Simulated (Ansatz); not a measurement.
As, DFT, PBE, all-electron LAPW, scalar-relativistic (Ansatz 0.2.0), run on 1 thread of Arm Neoverse V1 on a shared host.

The cell was built from the sc type and relaxed in the same program, and has space group Pm-3m; it needn't be a known or the stable phase.

Command: `ansatz run input.yaml --threads 1 --pin off --max-ram 2048MiB --backend cpu --events-out ev --progress --plain --runs-dir out`

```yaml
crystal:
  lattice:
    - [2.729301562, 0.0, 0.0]
    - [0.0, 2.729301562, 0.0]
    - [0.0, 0.0, 2.729301562]
  atoms:
    - { symbol: As, position: [0.0, 0.0, 0.0] }
kpoints:
  mp_grid: { grid: [13, 13, 13] }
  band_path:
    path:
      - [0.0, 0.0, 0.0]
      - [0.0, 0.5, 0.0]
      - [0.5, 0.5, 0.0]
      - [0.0, 0.0, 0.0]
      - [0.5, 0.5, 0.5]
      - [0.0, 0.5, 0.0]
      - [0.5, 0.5, 0.5]
      - [0.5, 0.5, 0.0]
    npoints: 14
scf:
  occupations: { method: fermi_dirac, width: 0.03 }
hamiltonian:
  xc: pbe
  pseudopotentials: { kind: all_electron, lapw: { basis_error: 0.0005 } }
output:
  forces: true
  stress: true
  eigenvalues: true
  fatbands: true
  populations: true
  dos: { projected: true, de: 0.2, e_range: [-14, 8] }
```

Problem. How large is the problem that the program sets up?

Solution. 84 irreducible k-points, 179 plane waves at Γ, 16 bands.

Problem. About how long does it take, and how much memory does it use?

Solution. 11 s of wall time for 5 SCF iterations, with a peak of 0.26 GiB. Times on shared machines scatter by tens of per cent.

Problem. And the same cell and mesh by PAW with the default files, asked for forces, stress, eigenvalues, efg, populations, bader, dos, write_density, write_potential, elf and the same band path, on the same hardware?

Solution. 6.4 s, peak memory 0.33 GiB.

Problem. And the same cell and mesh by crystal-made all-electron datasets, asked for forces, stress, eigenvalues, efg and the same band path, on the same hardware?

Solution. 4.3 s, peak memory 0.29 GiB.
